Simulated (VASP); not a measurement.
Set up this calculation in VASP 6.6.1, as the native input.

- Task: relaxation of cell and atoms
- Functional: PBEsol
- Potentials or basis: VASP PAW PBE potentials, release 64 (Al, Cu)
- Cutoff: 600 eV
- k mesh: 14 × 14 × 14
- Occupations: methfessel-paxton, width 0.1 eV
- Spin: no spin polarisation
- Further INCAR settings: ALGO = Normal; EDIFF = 1e-07; IBRION = 2; EDIFFG = -0.005; NSW = 90; ISIF = 3

The structure of Al2Cu lies in POSCAR:

```
Al2Cu                                   
1.0
   -2.0268048727      2.0268048727      2.8671494420
    2.0268048727     -2.0268048727      2.8671494420
    2.0268048727      2.0268048727     -2.8671494420
  Al              Cu            
     2     1
Direct
     0.7500000000000000    0.2500000000000000    0.5000000000000000
     0.2500000000000000    0.7500000000000000    0.5000000000000000
     0.5000000000000000    0.5000000000000000    0.0000000000000000
```

The cell comes from a database or a generator and needn't be the stable form of this composition.

These files were run (other wordings do the same):

INCAR

```
SYSTEM = Al2Cu
ALGO = Normal
EDIFF = 1E-7
EDIFFG = -0.005
ENCUT = 600
GGA = PS
IBRION = 2
ISIF = 3
ISMEAR = 1
LASPH = .TRUE.
LCHARG = .FALSE.
LREAL = .FALSE.
LWAVE = .FALSE.
NELM = 80
NSW = 90
PREC = Accurate
SIGMA = 0.1
```

KPOINTS

```
k-points
0
G
  14 14 14
  0 0 0
```

Potentials or basis: VASP PAW PBE potentials, release 64 (Al, Cu).

Launch:

```bash
$ cat potpaw_PBE.64/Al/POTCAR potpaw_PBE.64/Cu/POTCAR > POTCAR
$ mpirun -np 1 vasp_std > vasp.out
```

It gave:

```
Relaxed volume                         : 15.68 Å³/atom
Relaxed cell                           : a = 4.052 Å, b = 4.052 Å, c = 4.052 Å, α = 120.01°, β = 120.01°, γ = 89.99°
Space group after relaxing (to 0.05 Å) : Fm-3m (No. 225)
Energy gained by relaxing              : 0.0 meV/atom
Ionic steps                            : 2
Pressure after relaxing                : 0.0 GPa
Band gap on the k mesh                 : none (metal or under the smearing width)
```

Caveat: the PAW data sets were made with another functional, which shifts forces and pressure a little.

Run time: 3.1 min on 1 thread of Intel(R) Xeon(R) Platinum 8375C CPU @ 2.90GHz (Ice Lake), with other jobs on the host, peak memory 0.33 GiB.
